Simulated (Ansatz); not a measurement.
**SnSe (model cell, started as wurtzite): following an unstable mode**

Aim: this structure of SnSe (model cell, started as wurtzite) is to be tested for unstable modes, and one is followed downhill.

Program: Ansatz 0.2.0. Level of theory: DFT PBEsol, scalar-relativistic, plane waves, PAW. Results are calculated unless marked as measured.

Most raw output is cut from this account.

The structure was built from a prototype and need not be the compound's stable phase.

## 1. Set-up

The structure is hexagonal, space group P6_3mc (No. 186). Conventional cell: a = 5.023 Å, b = 5.023 Å, c = 5.993 Å, α = 90.00°, β = 90.00°, γ = 120.00°. Nearest to Sn lie 5 Se at 2.90 to 3.07 Å. Nearest to Se lie 5 Sn at 2.90 to 3.07 Å. Farther neighbours and most contacts between anions are not listed.

## 2. Phonons on a q mesh

The cell comes from relaxations at this level that are not shown. The mesh has a single point along some directions, so zone-edge points there are not solved. Linear response on a 2×2×1 q mesh gives force constants as far as a supercell of that size would.

File input.yaml:

```yaml
crystal:
  lattice:
    - [5.0227379364, 0.0, 0.0]
    - [-2.5113689682, 4.3498186495, 0.0]
    - [0.0, 0.0, 5.9930844307]
  atoms:
    - { symbol: Sn, position: [0.3333333333, 0.6666666667, -0.0566756714] }
    - { symbol: Sn, position: [0.6666666667, 0.3333333333, 0.4433243286] }
    - { symbol: Se, position: [0.3333333333, 0.6666666667, 0.4316756714] }
    - { symbol: Se, position: [0.6666666667, 0.3333333333, 0.9316756714] }
kpoints:
  mp_grid: { grid: [10, 10, 6] }
hamiltonian:
  xc: pbesol
scf:
  occupations: { method: fixed }
output:
  eigenvalues: true
phonons:
  method: dfpt
  qmesh: [2, 2, 1]
  temperatures: { t_max: 1000, t_step: 50 }
  qpath:
    path:
      - [[0.0, 0.0, 0.0], [0.5, 0.0, 0.0], [0.33333333, 0.33333333, 0.0], [0.0, 0.0, 0.0], [0.0, 0.0, 0.5], [0.5, 0.0, 0.5], [0.33333333, 0.33333333, 0.5], [0.0, 0.0, 0.5]]
      - [[0.5, 0.0, 0.5], [0.5, 0.0, 0.0]]
      - [[0.33333333, 0.33333333, 0.5], [0.33333333, 0.33333333, 0.0]]
    npoints: 10
  dielectric: false
```

The run is started by

```console
ansatz run input.yaml --threads 4 --pin off --max-ram 7168MiB --backend cpu --events-out ev --progress --plain --runs-dir out
```

Run time: 6.5 min. Hardware: 4 threads of Arm Neoverse N1, shared host; peak memory 2.1 GiB.

Numbers from this step:

- gap on the k-mesh: 0.4612 eV
- volume per atom: 32.73 Å³
- sum-rule residual before enforcement: 1.27e-4 eV/Å²
- point group: 6mm
- highest optical mode at the zone centre (no LO-TO term): 121.7 cm⁻¹
- lowest optical zone-centre mode: 30.14 cm⁻¹
- lowest mode on the q mesh (acoustic modes at Γ apart): -21.99 cm⁻¹
- highest frequency at a solved wavevector (no LO-TO term at Γ): 131.2 cm⁻¹

Frequencies (cm⁻¹) solved at each irreducible wavevector; negative means imaginary. Frequencies by wavevector, by row:

| q in reciprocal lattice units | star | mode 1 | mode 2 | mode 3 | mode 4 | mode 10 | mode 11 | mode 12 |
| --- | --- | --- | --- | --- | --- | --- | --- | --- |
| 0 0 0 | 1 | 0 | 0 | 0 | 30.1 | 118.2 | 121.7 | 121.7 |
| 0 -0.5 0 | 3 | -22 | 40.5 | 40.9 | 54.2 | 102.3 | 115.1 | 131.2 |

Symmetry leaves 2 wavevectors to solve. The lowest mode among them, the acoustic zeros apart, lies at q = (0, -0.5, 0) and is imaginary, 22.0i cm⁻¹, so the energy falls along it.

## 3. The mode frozen in, largest atomic shift 0 Å

The mode followed lies at q = (0, -0.5, 0) with frequency 22.0i cm⁻¹, the softest among the wavevectors solved. At small amplitude the distorted cell has space group no. 33 by a symmetry search on the positions. The undistorted cell that holds it gives the zero of energy on the same k mesh.

System of this step: SnSe (model cell, started as wurtzite). It takes space group P6_3mc (No. 186, hexagonal). Conventional cell: a = 5.023 Å, b = 5.023 Å, c = 5.993 Å, α = 90.00°, β = 90.00°, γ = 120.00°. Nearest to Sn lie 5 Se at 2.90 to 3.07 Å. Nearest to Se lie 5 Sn at 2.90 to 3.07 Å. Farther neighbours and most contacts between anions are not listed.

File input.yaml:

```yaml
crystal:
  lattice:
    - [-5.0227379364, 0.0, 0.0]
    - [0.0, 0.0, -5.9930844307]
    - [0.0, -8.699637299, 0.0]
  atoms:
    - { symbol: Sn, position: [0.5, 0.0566756714, 0.1666666667] }
    - { symbol: Sn, position: [0.0, 0.0566756714, 0.6666666667] }
    - { symbol: Sn, position: [1.0, 0.5566756714, 0.3333333333] }
    - { symbol: Sn, position: [0.5, 0.5566756714, 0.8333333333] }
    - { symbol: Se, position: [0.5, 0.5683243286, 0.1666666667] }
    - { symbol: Se, position: [0.0, 0.5683243286, 0.6666666667] }
    - { symbol: Se, position: [1.0, 0.0683243286, 0.3333333333] }
    - { symbol: Se, position: [0.5, 0.0683243286, 0.8333333333] }
kpoints:
  mp_grid: { grid: [6, 6, 4] }
hamiltonian:
  xc: pbesol
scf:
  occupations: { method: gaussian, width: 0.02 }
output:
  forces: true
  stress: true
  eigenvalues: true
```

It took 40 s on 4 threads; peak memory 1 GiB.

Numbers from this step:

- pressure: -2.90e-4 GPa
- gap on the k-mesh: 0.3327 eV
- energy from the undistorted cell: 0 meV/atom

At this level the gap is 0.33 eV on the k-mesh of the self-consistent run, which can miss the band edges.

## 4. The mode frozen in, largest atomic shift 0.32 Å

The atoms are moved along the unstable eigenvector, the largest shift by 0.32 Å, with the cell fixed.

File input.yaml:

```yaml
crystal:
  lattice:
    - [-5.0227379364, 0.0, 0.0]
    - [0.0, 0.0, -5.9930844307]
    - [0.0, -8.699637299, 0.0]
  atoms:
    - { symbol: Sn, position: [0.4625011597, 0.0566756714, 0.1666666667] }
    - { symbol: Sn, position: [0.0374988403, 0.0566756714, 0.6666666667] }
    - { symbol: Sn, position: [0.9625011597, 0.5566756714, 0.3333333333] }
    - { symbol: Sn, position: [0.5374988403, 0.5566756714, 0.8333333333] }
    - { symbol: Se, position: [0.436289728, 0.5683243286, 0.1666666667] }
    - { symbol: Se, position: [0.063710272, 0.5683243286, 0.6666666667] }
    - { symbol: Se, position: [0.936289728, 0.0683243286, 0.3333333333] }
    - { symbol: Se, position: [0.563710272, 0.0683243286, 0.8333333333] }
kpoints:
  mp_grid: { grid: [6, 6, 4] }
hamiltonian:
  xc: pbesol
scf:
  occupations: { method: gaussian, width: 0.02 }
output:
  forces: true
  stress: true
  eigenvalues: true
```

Elapsed: 41 s, on 4 threads; peak memory 1 GiB; 2.7 min of CPU time.

This step gave:

* pressure: -0.3602 GPa
* gap on the k-mesh: 0.3731 eV
* energy from the undistorted cell: -2.537 meV/atom

The energy, extrapolated to zero smearing, is -2.54 meV/atom against the undistorted cell.

The run ends at a pressure of -0.36 GPa, with forces up to 0.13 eV/Å.

## 5. Energy along the mode, all amplitudes (two of the runs are shown above)

An imaginary frequency means negative curvature, so the energy should fall and then rise again as anharmonic terms take over.

Numbers from this step:

| Quantity | Value |
| --- | --- |
| depth at the lowest point sampled | 2.537 meV/atom |
| largest atomic shift at that point | 0.32 Å |

The energy from the parent by largest atomic shift:

| largest atomic shift (Å) | energy from the parent (meV/atom) |
| --- | --- |
| 0.000 | 0 |
| 0.040 | -0.086 |
| 0.080 | -0.335 |
| 0.140 | -0.94 |
| 0.220 | -1.90 |
| 0.320 | -2.54 |
| 0.450 | -0.601 |
| 0.600 | 8.28 |

Displacement at unit largest shift by atom:

| atom | x (Å) | y (Å) | z (Å) | size |
| --- | --- | --- | --- | --- |
| Sn1 | 0.59 | 0.00 | 0.00 | 0.59 |
| Sn2 | -0.59 | 0.00 | 0.00 | 0.59 |
| Sn3 | 0.59 | 0.00 | 0.00 | 0.59 |
| Sn4 | -0.59 | 0.00 | 0.00 | 0.59 |
| Se5 | 1.00 | 0.00 | 0.00 | 1.00 |
| Se6 | -1.00 | 0.00 | 0.00 | 1.00 |
| Se7 | 1.00 | 0.00 | 0.00 | 1.00 |
| Se8 | -1.00 | 0.00 | 0.00 | 1.00 |

The lowest of the steps tried is at 0.32 Å, 2.54 meV/atom below the parent; the bottom of the well need not coincide with a step.

## 6. Relaxation from the frozen mode

Starting from the lowest point found, all atoms and the cell are let go, so that strain and other modes of the same symmetry can join in.

input.yaml: that of step 4 with these lines changed.

```diff
@@ -19,3 +19,3 @@
 scf:
-  occupations: { method: gaussian, width: 0.02 }
+  occupations: { method: fixed }
 output:
@@ -24 +24,10 @@
   eigenvalues: true
+  write_density: true
+  write_potential: true
+  elf: true
+  volumetric_format: npy
+relax:
+  adjacent_minimum: "off"
+  f_tol: 0.002
+  max_steps: 120
+  cell: { stress_tol: 0.03 }
```

Elapsed: 10 min, on 4 threads; peak memory 1.1 GiB.

Step by step:

| step | energy less that of the first step (eV) | largest force component (eV/Å) | pressure (GPa) | volume (Å³) |
| --- | --- | --- | --- | --- |
| 1 | 0.0000 | 0.1189 | -0.36 | 261.87 |
| 2 | -0.0442 | 0.0563 | 0.04 | 256.39 |
| 3 | -0.1333 | 0.1413 | -0.44 | 251.72 |
| 4 | -0.3336 | 0.1643 | -0.79 | 242.44 |
| 5 | -0.6220 | 0.1934 | -1.06 | 231.22 |
| 6 | -0.9287 | 0.2609 | -0.85 | 219.77 |
| 7 | -1.1272 | 0.1296 | 0.85 | 209.71 |
| 8 | -1.2185 | 0.0089 | -0.06 | 210.54 |
| 9 | -1.2204 | 0.0009 | 0.01 | 210.30 |
| 10 | -1.2204 | 0.0002 | 0.00 | 210.32 |
| 11* | -1.2161 | 0.0002 | -0.01 | 210.32 |

Relaxation steps marked * repeat the geometry before them on a plane-wave basis chosen anew for their cell, so energy and pressure can jump there.

The run keeps the 4 symmetry operations that it works with, so distortions that break them were not tested.

| cell as run | before | after | change |
| --- | --- | --- | --- |
| a (Å) | 5.023 | 4.206 | -16.3 % |
| b (Å) | 5.993 | 5.947 | -0.8 % |
| c (Å) | 8.700 | 8.409 | -3.3 % |
| volume (Å³/atom) | 32.73 | 26.29 | -19.7 % |

The atoms that moved most (Å, as changes of fractional coordinates times the final cell):

| atom | dx | dy | dz | length |
| --- | --- | --- | --- | --- |
| Sn4 | -0.894 | -0.350 | -0.035 | 0.961 |
| Sn2 | -0.894 | 0.350 | -0.035 | 0.961 |
| Sn1 | 0.894 | 0.350 | -0.035 | 0.961 |
| Sn3 | 0.894 | -0.350 | -0.035 | 0.961 |
| Se8 | -0.784 | -0.350 | 0.035 | 0.859 |
| Se5 | 0.784 | 0.350 | 0.035 | 0.859 |
| Se6 | -0.784 | 0.350 | 0.035 | 0.859 |
| Se7 | 0.784 | -0.350 | 0.035 | 0.859 |

Final coordinates:

```xyz
8
Lattice="-4.2057 0.0000 0.0000 0.0000 0.0000 -5.9468 0.0000 -8.4095 0.0000" Properties=species:S:1:pos:R:3 pbc="T T T"
Sn   -1.0514   -1.0513   -0.3718
Sn   -1.0514   -5.2561   -0.3718
Sn   -3.1543   -3.1534   -3.3452
Sn   -3.1543   -7.3581   -3.3452
Se   -1.0514   -1.0512   -3.3450
Se   -1.0514   -5.2559   -3.3450
Se   -3.1542   -3.1536   -0.3716
Se   -3.1543   -7.3583   -0.3716
```

Numbers from this step:

```yaml
pressure: -0.01222 GPa
gap_on_the_k_mesh: 0.3313 eV
volume_per_atom: 26.29 Å³
```

Valence density in the ac plane at fractional y = 0.062, with atoms of Sn and Se within 0.2 Å of it. It is the smooth field of the valence electrons, not physical close to the nuclei.

Values in e/Å³, 24 rows by 14 columns, each cell a mean:
```
 0  0  0  0  0  0  0  0  1  1  1  1  1  0
 0  0  0  0  0  0  0  0  1  4 10  8  3  1
 0  0  0  0  0  0  0  1  2 11 31 25  6  1
 0  0  0  0  0  0  0  1  1  8 20 16  4  1
 0  0  0  0  0  0  0  0  1  2  3  3  1  1
 0  0  0  0  0  0  0  0  0  0  1  1  0  0
 0  0  1  2  1  1  0  0  0  0  0  0  0  0
 0  1  4  7  6  3  1  0  0  0  0  0  0  0
 1  2  7 13 12  5  1  0  0  0  0  0  0  0
 1  2  6 10  9  4  1  0  0  0  0  0  0  0
 0  1  2  3  3  1  1  0  0  0  0  0  0  0
 0  0  0  1  1  0  0  0  0  0  0  0  0  0
 0  0  0  0  0  0  0  0  1  1  1  1  1  0
 0  0  0  0  0  0  0  0  1  4  9  8  2  1
 0  0  0  0  0  0  0  1  2 12 32 26  6  1
 0  0  0  0  0  0  0  1  1  7 19 16  4  1
 0  0  0  0  0  0  0  0  1  2  3  3  1  1
 0  0  0  0  0  0  0  0  0  1  1  1  0  0
 0  0  1  1  1  1  0  0  0  0  0  0  0  0
 0  1  4  7  6  3  1  0  0  0  0  0  0  0
 1  2  7 13 12  5  1  0  0  0  0  0  0  0
 0  2  6 10  9  4  1  0  0  0  0  0  0  0
 0  1  2  3  3  1  1  0  0  0  0  0  0  0
 0  0  0  1  1  0  0  0  0  0  0  0  0  0
```
Columns run along a (4.2 Å), rows up along c (8.4 Å). Atoms in or near the plane, at fractional coordinates: Sn at (0.25, 0.13), Sn at (0.25, 0.63), Se at (0.75, 0.38), Se at (0.75, 0.88).

ELF in the ac plane at fractional y = 0.062, with atoms of Sn and Se within 0.2 Å of it. It is the smooth field of the valence electrons, not physical close to the nuclei.

Ten even steps from '_' (0.00) to '@' (0.78), each cell a mean:
```
**==--------==##@@@@@@@@@@@@
%%++::....--**@@@@%%**##@@@@
@@**::....--##@@@@**::--##@@
%%++::....--##@@@@##====%%@@
##==--::::--++%%@@@@@@@@@@@@
++==--====--==**%%@@@@@@@@##
======----======++**##**++==
====::__..::==----::::::::--
==--______..====--......::--
==--..____::====--......::--
--==--::::--==--====++++==--
==============++**%%%%%%##**
**==--------==##@@@@@@@@@@@@
%%++::....--**@@@@%%**##@@@@
@@**::....--##@@@@++::--##@@
%%++::....--**@@@@##==++%%@@
##==--::::--++%%@@@@%%@@@@@@
++==--====--==**%%@@@@@@@@##
======--========++**####++==
====..____::==----::::::::--
==--______..====--......::--
==--..____::====--::....::--
--==--::::--==----==++====--
==--==========++**%%%%%%##**
```
Columns run along a (4.2 Å), rows up along c (8.4 Å). Atoms in or near the plane, at fractional coordinates: Sn at (0.25, 0.13), Sn at (0.25, 0.63), Se at (0.75, 0.38), Se at (0.75, 0.88).

Electrostatic potential energy in the ac plane at fractional y = 0.062, with atoms of Sn and Se within 0.2 Å of it. With pseudopotentials it is smooth inside the atoms' cores, unlike the true potential.

Values in eV, 24 rows by 14 columns, each cell a mean:
```
  9   9   8   7   8   9   9   8   2  -7 -10  -9  -4   4
  8  11  11  11  11  11  10   3  -8  -8  -3  -4 -10  -5
  6  11  12  12  12  12  10  -1 -10  -2   3   2  -6 -10
  7  11  12  12  12  12  10   1 -10  -4   1   0  -8  -8
  9  10  10  10  10  10  10   6  -4 -10  -9  -9  -9   0
  9   7   3   1   1   5   8   9   7   2  -1   0   5   8
  5  -2  -8  -7  -7  -6   0   8  10  10  10  10  10   9
 -1  -8   6  19  16  -2  -8   4   9  11  12  12  11   8
 -5  -4  21  27  27  12  -8   1   8  11  12  12  11   7
 -4  -6  16  27  25   6  -9   2   9  11  12  12  11   8
  3  -6  -6   0  -1  -8  -4   6  10  11  11  11  11   9
  8   4  -2  -5  -4   0   5   9   9   7   5   6   8   9
  9   9   8   7   7   8   9   8   2  -6  -8  -8  -3   4
  8  11  11  11  11  11  10   3  -8  -8  -3  -4 -10  -5
  6  11  12  12  12  12  10  -1 -10  -2   3   2  -6 -10
  7  11  12  12  12  12  10   1 -10  -5   1   0  -8  -8
  9  10  10   9  10  10  10   6  -3 -10  -9  -9  -8   0
  9   7   3   1   2   5   8   9   7   2  -2  -1   4   8
  5  -2  -8  -8  -8  -7   1   8  10  10  10  10  10   9
 -1  -8   7  19  17  -1  -8   4   9  11  12  12  11   8
 -5  -4  21  27  27  12  -8   1   8  11  12  12  11   7
 -3  -6  15  25  24   5  -9   2   9  11  12  12  11   8
  2  -6  -5   2   0  -7  -4   6  10  11  11  11  11   9
  8   4  -3  -6  -5   0   5   9   9   8   6   7   8   9
```
Columns run along a (4.2 Å; values clipped at the 3rd and 97th percentile), rows up along c (8.4 Å). Atoms in or near the plane, at fractional coordinates: Sn at (0.25, 0.13), Sn at (0.25, 0.63), Se at (0.75, 0.38), Se at (0.75, 0.88).

The distorted start has space group Pna2_1; the relaxation ends in Fm-3m.

## 7. The new phase in its own primitive cell

The relaxed structure is symmetrised, reduced to its primitive cell and relaxed tightly, as its phonons need.

System of this step: SnSe (model cell, started as wurtzite). The structure is cubic, space group Fm-3m (No. 225). The conventional cell has a = 5.947 Å, b = 5.947 Å, c = 5.947 Å, α = 90.00°, β = 90.00°, γ = 90.00°. Sn has 6 Se at 2.97 Å nearest. Nearest to Se lie 6 Sn at 2.97 Å. Farther neighbours and most contacts between anions are not listed.

File input.yaml:

```yaml
crystal:
  lattice:
    - [0.0, 2.97349233, 2.97349233]
    - [2.97349233, 0.0, 2.97349233]
    - [2.97349233, 2.97349233, 0.0]
  atoms:
    - { symbol: Sn, position: [0.5, 0.5, 0.5] }
    - { symbol: Se, position: [0.0, 0.0, 0.0] }
kpoints:
  mp_grid: { grid: [10, 10, 10] }
hamiltonian:
  xc: pbesol
scf:
  occupations: { method: fixed }
output:
  forces: true
  stress: true
  eigenvalues: true
relax:
  adjacent_minimum: "off"
  f_tol: 0.001
  max_steps: 60
  cell: { stress_tol: 0.01 }
```

Wall time 5.3 s (4 threads); peak memory 0.39 GiB.

Little changed from the start: no atom moved by 0.005 Å and no cell edge by 0.1 %.

This step gave:

```
pressure           : -1.15e-4 GPa
gap on the k-mesh  : 0.4767 eV
volume per atom    : 26.33 Å³
direct gap on mesh : 0.5823 eV
```

The forces vanish by symmetry and the pressure is 0.000 GPa, within the tolerances set. The cell now holds 26.33 Å³/atom.

## 8. Modes of the new phase, k-mesh 10×10×10

A relaxed structure may still be a saddle point, so its zone-centre modes are computed. The response to a homogeneous field gives the Born charges and the dielectric tensor, and its change with displacement the Raman tensors.

input.yaml, the sections that differ from step 7:

```yaml
crystal:
  lattice:
    - [0.0, 2.9748061892, 2.9748061892]
    - [2.9748061892, 0.0, 2.9748061892]
    - [2.9748061892, 2.9748061892, 0.0]
  atoms:
    - { symbol: Sn, position: [0.5, 0.5, 0.5] }
    - { symbol: Se, position: [0.0, 0.0, 0.0] }
output:
  eigenvalues: true
phonons:
  method: dfpt
  dielectric: true
  rigid_motions: translations
  raman: true
# kpoints, hamiltonian, scf: as in step 7
# relax: removed
```

The job ended after 16 min (4 threads; peak memory 2.7 GiB).

The run was cut off at the time limit after its SCF cycle had converged; no result of it is taken.

The program's message: “Warning: RAYON”

## 9. The phases reached

The phases reached along the modes that were followed are set side by side.

Energies are those of the first relaxation, on the mesh of the frozen mode; space group, volume and gap are those of the last relaxation. Phases, by row:

| mode frozen in | space group | energy from parent (meV/atom) | volume (Å³/atom) | gap on mesh (eV) | lowest zone-centre optical mode (cm⁻¹) | largest shift (Å) |
| --- | --- | --- | --- | --- | --- | --- |
| parent | P6_3mc | 0 | 32.73 | 0.461 | – | – |
| q = (0, -0.5, 0), 22i cm⁻¹ | Fm-3m | -154.6 | 26.33 | 0.477 | – | 1.109 |

## 10. Results

| Quantity | Value |
| --- | --- |
| unstable mode of the parent | q = (0, -0.5, 0), 22i cm⁻¹ |
| depth at the lowest point sampled | 2.54 meV/atom |
| largest atomic shift at that point | 0.32 Å |
| space group reached (within 0.01 Å) | Fm-3m |
| energy gained over the parent (first relaxation, on the mesh of the frozen mode) | 155 meV/atom |
| volume per atom, phase reached | 26.3 Å³ |
| gap on the k-mesh, phase reached | 0.477 eV |

Along this mode the structure falls into Fm-3m, 155 meV/atom below the parent. At the parent's cell the well is 2.537 meV/atom deep on the steps tried, with its lowest point at a shift of 0.32 Å. Relaxing atoms and cell changes the gain by +152.01 meV/atom against the lowest step (energies at zero smearing). Most of the total comes from this relaxation. The modes of the phase reached were not computed on this path. Each path keeps the symmetry of its pattern, so a lower phase may lie along a pattern not tried. The q mesh is too sparse to interpolate, so only the solved wavevectors are given. Where the field response was not run the interpolation lacks the dipole term, so the LO-TO splitting is missing from branches, density of states and sums. The volume moved by more than a tenth on the k mesh of the start, so the energy gain is rough. Spin-orbit coupling is left out, which can matter for the heavy elements here. The starting cell was built on a prototype and not taken from a measurement, so the phase need not exist.

[Logs are printed without paths, hosts, clocks, repeated set-up lines and the standing remarks that a program may print on its own settings, such as how far it seeks lower states.]

[Hosts, paths, dates, database ids (printed as entryN), source tags and the programs' standing remarks are cut or masked in the printed files.]
